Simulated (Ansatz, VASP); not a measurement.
# Cross-check of SiC (V_Si-V_C (Si site 2) axial) between VASP and Ansatz, part 2 of 3

Wanted: the spread between two codes on one cell, functional and k mesh. Of the first pair: The cell is taken from a series of runs on this material, whose earlier steps may have relaxed, scaled, displaced or heated it; both programs get it as it stands.

VASP 6.6.1 and Ansatz 0.2.0.

So far. Step 3 (VASP: single point, PBE, pair 1): The run ends at a pressure of 1.46 GPa, with forces up to 1.1 eV/Å.

## Step 4: Comparison

Known differences besides the potentials themselves: VASP starts from the moments at which Ansatz ended; the cutoff is 420 eV in Ansatz and 520 eV in VASP (PREC = Accurate, projectors in real space); site moments are counted in spheres of each program's own size. Total energies have different zeros and are not compared.

Compared:

```
                             quantity  Ansatz  VASP  difference
total moment, fixed by the input (μB)    1.00  1.00        0.00
                   moment on C87 (μB)    0.19  0.18       +0.01
                   moment on C89 (μB)    0.19  0.18       +0.01
                   moment on C76 (μB)    0.07  0.06       +0.01
```

Forces on 9 of the 94 atoms, those with the largest forces and the largest differences (eV/Å; atoms numbered as in POSCAR):

```
atom          Ansatz x, y, z            VASP x, y, z
Si19  -0.787, -0.277, -0.394  -0.777, -0.274, -0.386
Si26    0.109, -0.062, 1.066    0.109, -0.062, 1.065
Si31    0.203, 0.964, -0.426    0.203, 0.958, -0.419
Si33  -0.733, -0.656, -0.425  -0.732, -0.656, -0.420
Si37   -0.079, -0.051, 0.946   -0.077, -0.049, 0.939
Si39     0.005, 0.095, 0.950     0.007, 0.093, 0.938
Si43   0.635, -0.563, -0.400   0.628, -0.556, -0.394
Si44   0.811, -0.271, -0.402   0.801, -0.267, -0.393
 C81    0.149, -0.296, 0.210    0.147, -0.307, 0.200
```

The forces differ by 3.7 meV/Å r.m.s., which is 1.7 % of the r.m.s. force of 0.222 eV/Å (both taken over all components). The cell carries a charge of -1 e against a uniform background, so its pressure also hangs on how the neutralising background is counted, and in a defect's cell a gap may be the spacing between its levels.

## Step 5: Ansatz: relaxation, PBE

The two programs are compared at the cell with which this relaxation starts, whose forces are those of its first step.

The structure compared here is the start of the Ansatz relaxation; VASP solves that cell, so the two are compared at the walk's first step.

File input.yaml:

```yaml
crystal:
  lattice:
    - [4.64120669, 2.67960199, 0.0]
    - [-4.64120674, 2.6796019, 0.0]
    - [0.0, 0.0, 10.12919782]
  atoms:
    - { symbol: Si, position: [0.0, 0.0, 0.49984857] }
    - { symbol: Si, position: [0.33333333, 0.66666667, 0.49984857] }
    - { symbol: Si, position: [0.66666667, 0.33333333, 0.49984857] }
    - { symbol: Si, position: [0.0, 0.66666667, 0.24990381] }
    - { symbol: Si, position: [0.33333333, 0.33333333, 0.24990381] }
    - { symbol: Si, position: [0.66666667, 0.0, 0.24990381] }
    - { symbol: Si, position: [0.0, 0.33333333, 0.74990381] }
    - { symbol: Si, position: [0.33333333, 0.0, 0.74990381] }
    - { symbol: Si, position: [0.66666667, 0.66666667, 0.74990381] }
    - { symbol: Si, position: [0.0, 0.0, 0.99984857] }
    - { symbol: Si, position: [0.33333333, 0.66666667, 0.99984857] }
    - { symbol: Si, position: [0.66666667, 0.33333333, 0.99984857] }
    - { symbol: C, position: [0.0, 0.0, 0.18730338] }
    - { symbol: C, position: [0.33333333, 0.66666667, 0.18730338] }
    - { symbol: C, position: [0.66666667, 0.33333333, 0.18730338] }
    - { symbol: C, position: [0.0, 0.0, 0.68730338] }
    - { symbol: C, position: [0.33333333, 0.66666667, 0.68730338] }
    - { symbol: C, position: [0.66666667, 0.33333333, 0.68730338] }
    - { symbol: C, position: [0.0, 0.66666667, 0.43794423] }
    - { symbol: C, position: [0.33333333, 0.33333333, 0.43794423] }
    - { symbol: C, position: [0.66666667, 0.0, 0.43794423] }
    - { symbol: C, position: [0.0, 0.33333333, 0.93794423] }
    - { symbol: C, position: [0.33333333, 0.0, 0.93794423] }
    - { symbol: C, position: [0.66666667, 0.66666667, 0.93794423] }
  supercell: [2, 2, 1]
  defects: [{ vacancy: 79 }, { vacancy: 94 }]
total_charge: 1
basis:
  ecutwfc: 420
  xc_grid: 2
hamiltonian:
  xc: pbe
kpoints:
  mp_grid: { grid: [1, 1, 1] }
magnetization:
  spin_polarized: true
  initial_magnetization: 1
  spin_locking: { lock_magnetization: hard }
scf:
  occupations: { method: fermi_dirac, width: 0.01 }
  max_iter: 60
output:
  forces: true
  charged_corrections:
    epsilon: [7.02, 7.02, 7.32]
    static_epsilon: [10.34, 10.34, 11.03]
    defect_position: [0.666667, 0.5, 0.843928]
relax:
  f_tol: 0.01
  max_steps: 80
  random_displacement: { amplitude: 0.05, seed: 6173 }
checkpoint:
  write: "../qp1_M1.relax_smeared.run"
  compress: false
  write_wavefunctions: true
  write_every: 100000
```

Launch:

```
$ ansatz run input.yaml --threads 4 --pin off --max-ram 14131MiB --backend cpu --events-out ev --progress --plain --runs-dir out
```

Numbers of over 12 decimals in the logs are rounded to 6 here.

What it wrote:

```text
[...]
Crystal: 94 atoms, lattice volume = 1007.781 Å³
Basis set: ecut = 420 eV, 19671 PW (Γ), exchange–correlation on 144×144×144 points (8 copies of the dense FFT grid, shifted against one another)
Bands: 282, of which v1, the nominal top of the filled ones, is band 188 counted from 1 (187 counted from 0)
Symmetry: 1 space group operations
k-points: 1
[...]
Starting moments: Σ|m| = 1 μB on 94 of 94 sites
[...]
- { symbol: C, position: [0.00077393, 0.333017, 0.438532] }
    - { symbol: C, position: [0.166679, 0.165881, 0.438339] }
[...]
- { symbol: Si, position: [0.832135, 0.832789, 0.749600] }
    - { symbol: Si, position: [0.499985, 0.499601, 1.004080] }
    - { symbol: Si, position: [0.667108, 0.833906, 1.001530] }
    - { symbol: Si, position: [0.834222, 0.667237, 1.003931] }
[...]
- { symbol: C, position: [0.667002, 0.666810, 0.437819] }
    - { symbol: C, position: [0.833706, 0.499546, 0.438344] }
    - { symbol: C, position: [0.503467, 0.665793, 0.938247] }
    - { symbol: C, position: [0.830800, 0.829977, 0.938172] }
```

## Step 6: VASP: single point, PBE, start cell, pair 2

The same cell, functional, mesh and smearing now go to VASP, with its own data sets.

File INCAR:

```
SYSTEM = SiC
PREC = Accurate
ENCUT = 520
EDIFF = 1E-06
NELM = 200
ISMEAR = -1
SIGMA = 0.01
LREAL = Auto
ALGO = Normal
GGA = PE
NELECT = 375
NBANDS = 256
ISPIN = 2
MAGMOM = -0 0 0 -0 0 0 0 -0 -0 0 -0 0 -0 -0 0 0 -0 -0 0 0 0 -0 0 -0 -0 -0 -0 -0 0 0 0 -0 0 0 -0 0 -0 0 -0 0 -0 -0 -0 0 0 0 -0 0 -0 0 0.03 -0.02 0 -0 0 0 -0 0 -0 0 0 -0 0 0.02 -0.02 0.03 -0 -0.02 0 0 -0 0 -0 0 0.03 0.32 0.02 0 0.03 0 0 0 0 0 0 -0 -0.23 0 0.32 0 0 0 -0 0
LORBIT = 11
LWAVE = .FALSE.
LCHARG = .FALSE.
ISIF = 2
NUPDOWN = 1
LASPH = .TRUE.
GGA_COMPAT = .FALSE.
NCORE = 2
```

File POSCAR:

```
SiC
1.0
    9.2824133794      5.3592039794      0.0000000000
   -9.2824134800      5.3592038053      0.0000000000
    0.0000000000      0.0000000000     10.1291978199
Si C
47 47
Direct
    0.9996172290      0.9982602543      0.4952054535
    0.1716722124      0.3371481402      0.4986666358
[... 6 atom lines left out ...]
    0.3359678312      0.3387112951      0.7496313267
[... 1 atom line left out ...]
    0.1658020699      0.3343345304      0.9952184940
    0.3378994759      0.1683773966      0.0023961601
[... 6 atom lines left out ...]
    0.0044370854      0.6711724138      0.7513090509
[... 2 atom lines left out ...]
    0.9978646229      0.5012550407      0.9960412640
[... 3 atom lines left out ...]
    0.6683890416      0.3303768345      0.4974915180
[... 1 atom line left out ...]
    0.4960850108      0.3294284561      0.2472114816
[... 2 atom lines left out ...]
    0.4973350356      0.1614671003      0.7511912725
[... 1 atom line left out ...]
    0.8307297373      0.3322763886      0.7455902367
[... 1 atom line left out ...]
    0.6685430140      0.3300282436      0.9987310130
    0.8336935331      0.1689258951      0.9954421050
    0.5044267842      0.5035104222      0.5023032515
    0.6630649310      0.8281209196      0.5005119942
    0.8333646725      0.6711873371      0.5011296146
[... 1 atom line left out ...]
    0.6635479274      0.6668261624      0.2534940126
    0.8308200633      0.4977655091      0.2541453969
    0.4997804687      0.6663154925      0.7449783422
    0.8314313959      0.8360759764      0.7474435917
    0.5011064397      0.5000540140      0.0046505341
    0.6630109775      0.8293925912      0.0027024035
    0.8286397678      0.6623383973      0.9986361388
[... 2 atom lines left out ...]
    0.3348138689      0.1676452724      0.1825640128
    0.9959015769      0.9968891434      0.6903030353
    0.1646483541      0.3324426445      0.6918782834
    0.3322733005      0.1649693943      0.6826239474
[... 5 atom lines left out ...]
    0.3281604435      0.3305150000      0.9392986660
[... 3 atom lines left out ...]
    0.0027782922      0.5035256474      0.6908773157
    0.1643836494      0.8302784618      0.6912895892
    0.3356463064      0.6705641565      0.6906888506
[... 3 atom lines left out ...]
    0.9977894801      0.6618510427      0.9401460184
[... 3 atom lines left out ...]
    0.6613449779      0.3301108573      0.1877825899
[... 2 atom lines left out ...]
    0.6693845426      0.3314807125      0.6847316168
    0.8305714896      0.1652771568      0.6915413367
    0.5017100496      0.3298550624      0.4370035099
[... 2 atom lines left out ...]
    0.5053168878      0.1688922006      0.9385894292
[... 1 atom line left out ...]
    0.8322444833      0.3282692947      0.9386498486
    0.5002237532      0.4957068191      0.1889146637
[... 1 atom line left out ...]
    0.8306040890      0.6612833529      0.1871371291
    0.4974288816      0.4958305850      0.6842208162
    0.6671868030      0.8343132660      0.6921571801
    0.8315756083      0.6699113938      0.6889561369
[... 1 atom line left out ...]
    0.6655524867      0.6634592738      0.4418760577
    0.8364634915      0.4978057608      0.4373845865
    0.4968489951      0.6613467255      0.9385176565
    0.8312003245      0.8321362790      0.9334135998
```

File KPOINTS:

```
Automatic mesh
0
Gamma
1 1 1
0 0 0
```

PAW data sets: Si and C (PBE family, release 64).

Launch:

```
$ mpirun -np 8 vasp_gam
```

What it wrote:

```text
[... set-up lines as in an earlier step ...]
 entering main loop
       N       E                     dE             d eps       ncg     rms          rms(c)
DAV:   1     0.222368246103E+04    0.22237E+04   -0.19441E+05  1024   0.140E+03
DAV:   2    -0.534480207495E+03   -0.27582E+04   -0.25778E+04  1328   0.279E+02
DAV:   3    -0.782014455544E+03   -0.24753E+03   -0.24393E+03  1240   0.808E+01
DAV:   4    -0.788926667980E+03   -0.69122E+01   -0.68757E+01  1232   0.151E+01
DAV:   5    -0.789138915907E+03   -0.21225E+00   -0.21195E+00  1240   0.261E+00BRMIX: very serious problems
 the old and the new charge density differ
 old charge density:   376.00000 new  375.00000
    0.595E+01
DAV:   6    -0.707586654021E+03    0.81552E+02   -0.33936E+02  1176   0.233E+01    0.267E+01
DAV:   7    -0.705511120156E+03    0.20755E+01   -0.34791E+01  1256   0.853E+00    0.135E+01
DAV:   8    -0.705280702656E+03    0.23042E+00   -0.84620E+00  1368   0.489E+00    0.842E+00
DAV:   9    -0.704682971867E+03    0.59773E+00   -0.16721E+00  1312   0.284E+00    0.300E+00
[...]
DAV:  18    -0.704782280669E+03   -0.30470E-05   -0.89597E-06  1184   0.602E-03    0.789E-03
DAV:  19    -0.704782281741E+03   -0.10726E-05   -0.25658E-06   928   0.317E-03    0.382E-03
DAV:  20    -0.704782282170E+03   -0.42858E-06   -0.11603E-06   688   0.208E-03
   1 F= -.70478228E+03 E0= -.70478228E+03  d E =-.608923E-09  mag=     1.0000
```

From OUTCAR (step 6):

```text
  FREE ENERGIE OF THE ION-ELECTRON SYSTEM (eV)
  ---------------------------------------------------
  free  energy   TOTEN  =      -704.7822821700 eV

  energy  without entropy=     -704.7822821694  energy(sigma->0) =     -704.78228217

 magnetization (x)
# of ion       s       p       d       tot
------------------------------------------
    1       -0.000  -0.000   0.000  -0.001
    2        0.000   0.001   0.000   0.001
    3       -0.000   0.000   0.000   0.000
    4       -0.000  -0.000   0.000  -0.000
    5        0.000  -0.000   0.000   0.000
    6       -0.000  -0.000   0.000  -0.000
    7        0.000   0.005   0.000   0.006
    8       -0.000  -0.000   0.000  -0.000
    9        0.001   0.003   0.000   0.004
   10       -0.000   0.001   0.000   0.001
   11        0.000  -0.000   0.000  -0.000
   12        0.000   0.000   0.000   0.000
   13       -0.000  -0.000   0.000  -0.000
[...]
--------------------------------------------------
tot          0.058   0.442   0.000   0.501
```

The run ends at a pressure of -1.78 GPa, with forces up to 2.3 eV/Å.

## Step 7: Differences

Forces on 9 of the 94 atoms, those with the largest forces and the largest differences (eV/Å; atoms numbered as in POSCAR):

```
atom          Ansatz x, y, z            VASP x, y, z
Si14    1.360, -0.313, 1.679    1.360, -0.312, 1.678
Si19   -0.256, -2.263, 0.095   -0.254, -2.260, 0.096
Si25   -0.065, -1.950, 0.892   -0.064, -1.946, 0.893
Si29   0.892, -0.976, -1.916   0.891, -0.973, -1.912
Si36    0.703, -1.459, 1.513    0.703, -1.461, 1.515
Si37   1.706, -1.328, -0.114   1.702, -1.320, -0.117
 C69   -1.200, 0.543, -0.550   -1.194, 0.539, -0.563
 C81  -0.725, -0.800, -0.296  -0.737, -0.805, -0.309
 C83   -1.434, 1.334, -0.953   -1.428, 1.343, -0.961
```

The forces differ by 3.8 meV/Å r.m.s., which is 0.4 % of the r.m.s. force of 0.870 eV/Å (both taken over all components). Moments aren't recorded for both runs of this pair, so they may hold unlike magnetic states. The cell carries a charge of +1 e against a uniform background, so its pressure also hangs on how the neutralising background is counted, and in a defect's cell a gap may be the spacing between its levels.

## Step 8: Ansatz: relaxation, PBE

The two programs are compared at the cell with which this relaxation starts, whose forces are those of its first step.

The structure compared here is the start of the Ansatz relaxation; VASP solves that cell, so the two are compared at the walk's first step.

Changes to input.yaml since step 5:

```diff
@@ -32,3 +32,2 @@
   defects: [{ vacancy: 79 }, { vacancy: 94 }]
-total_charge: 1
 basis:
@@ -42,3 +41,3 @@
   spin_polarized: true
-  initial_magnetization: 1
+  initial_magnetization: 2
   spin_locking: { lock_magnetization: hard }
@@ -56,5 +55,5 @@
   max_steps: 80
-  random_displacement: { amplitude: 0.05, seed: 6173 }
+  random_displacement: { amplitude: 0.05, seed: 6171 }
 checkpoint:
-  write: "../qp1_M1.relax_smeared.run"
+  write: "../q0_M2.relax_smeared.run"
   compress: false
```

Launch:

```
$ ansatz run input.yaml --threads 4 --pin off --max-ram 14131MiB --backend cpu --events-out ev --progress --plain --runs-dir out
```

What it wrote:

```text
[...]
Crystal: 94 atoms, lattice volume = 1007.781 Å³
Basis set: ecut = 420 eV, 19671 PW (Γ), exchange–correlation on 144×144×144 points (8 copies of the dense FFT grid, shifted against one another)
Bands: 283, of which v1, the nominal top of the filled ones, is band 188 counted from 1 (187 counted from 0)
Symmetry: 1 space group operations
k-points: 1
[...]
Starting moments: Σ|m| = 2 μB on 94 of 94 sites
[...]
- { symbol: C, position: [0.00112847, 0.333726, 0.438009] }
    - { symbol: C, position: [0.167040, 0.166627, 0.438009] }
[...]
- { symbol: Si, position: [0.832046, 0.830714, 0.748296] }
    - { symbol: Si, position: [0.500458, 0.500367, 1.002894] }
    - { symbol: Si, position: [0.667401, 0.834334, 1.000682] }
    - { symbol: Si, position: [0.834331, 0.667301, 1.002893] }
[...]
- { symbol: C, position: [0.667400, 0.667248, 0.437927] }
    - { symbol: C, position: [0.834291, 0.500357, 0.437927] }
    - { symbol: C, position: [0.503631, 0.666669, 0.937638] }
    - { symbol: C, position: [0.831169, 0.830436, 0.937638] }
```

(Part 2 of 3 ends here.)

[Lines on the potential files, build, host, timing and source positions are cut from VASP's logs without a mark.]

[Logs are printed without paths, hosts, clocks, repeated set-up lines and the standing remarks that a program may print on its own settings, such as how far it seeks lower states.]

[Hosts, paths, dates, database ids (printed as entryN), source tags and the programs' standing remarks are cut or masked in the printed files.]
